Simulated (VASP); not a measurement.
Crystal: SiRu.

```
CELL_PARAMETERS angstrom
4.69048 0.00000 0.00000
0.00000 4.69048 0.00000
0.00000 0.00000 4.69048
ATOMIC_POSITIONS crystal
Si 0.16161 0.33839 0.66161
Si 0.33839 0.66161 0.16161
Si 0.66161 0.16161 0.33839
Si 0.83839 0.83839 0.83839
Ru 0.86865 0.63135 0.36865
Ru 0.63135 0.36865 0.86865
Ru 0.36865 0.86865 0.63135
Ru 0.13135 0.13135 0.13135
```

The cell comes from a database or a generator and needn't be the stable form of this composition.

Base run:

| Item | Value |
| --- | --- |
| Program | VASP 6.6.1 |
| Functional | PBEsol |
| Potentials or basis | VASP PAW PBE potentials, release 64 (Si, Ru_pv) |
| Cutoff | 900 eV |
| k mesh | 8 × 8 × 8 |
| Occupations | gaussian, width 0.1 eV |
| Spin | no spin polarisation |

Its results: band gap on the k mesh 0.24 eV, indirect (least direct gap 0.33 eV); pressure 0.0 GPa.

Question: The run is repeated on the same cell with these changes: cutoff from 900 eV to 520 eV; occupations from gaussian, width 0.1 eV to gaussian, width 0.5 eV. What comes out?

Answer: Band gap on the k mesh 0.25 eV, indirect (least direct gap 0.34 eV); pressure 0.6 GPa.

Caveats: the PAW data sets were made with another functional, which shifts forces and pressure a little.

A k mesh can miss the band edges.
